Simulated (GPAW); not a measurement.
Here is a GPAW 26.7.0 calculation.

File run.py:

```python
from ase.dft.bandgap import bandgap
from ase.io import read, write
from ase.units import GPa
from gpaw import GPAW, PW

atoms = read('POSCAR')

calc = GPAW(mode=PW(600),
            xc='PBE',
            kpts={'size': (13, 13, 13), 'gamma': True},
            occupations={'name': 'fermi-dirac', 'width': 0.05},
            nbands=10,
            convergence={'density': 1e-05, 'energy': 1e-05},
            maxiter=150,
            txt='gpaw.txt')
atoms.calc = calc
energy = atoms.get_potential_energy()
forces = atoms.get_forces()
stress = atoms.get_stress()
calc.write('gs.gpw')
write('result.traj', atoms)
print(f'Energy: {energy:.6f} eV')
print('Forces (eV/A):')
print(forces.round(4))
print('Stress (GPa):', (stress / GPa).round(3))
print('Fermi level:', round(calc.get_fermi_level(), 4), 'eV')
print(f'Gap: {bandgap(calc)[0]:.4f} eV, direct: {bandgap(calc, direct=True)[0]:.4f} eV')
```

The input POSCAR:

```
Br
1.0
   -1.2908950000      1.6896940000      3.5706610000
    1.2793800000     -1.7420600000      3.5916920000
    1.2955680000      1.7455560000     -3.5958340000
Br
1
Direct
   -0.0025580000     -0.0172150000     -0.0135570000
```

Potentials or basis: GPAW PAW data sets (gpaw-data 1.2.1), pw.

The run is started by

```bash
$ OMP_NUM_THREADS=1 python run.py
```

(1) Predict the band gap on the k mesh.

(2) Estimate the pressure.

Results:

(1) none (metal or under the smearing width).

(2) 1.2 GPa.

Caveat: an odd number of electrons without spin polarisation forces a metal; a magnetic or distorted state may lie lower; the program warned that so skewed a cell can give wrong results.
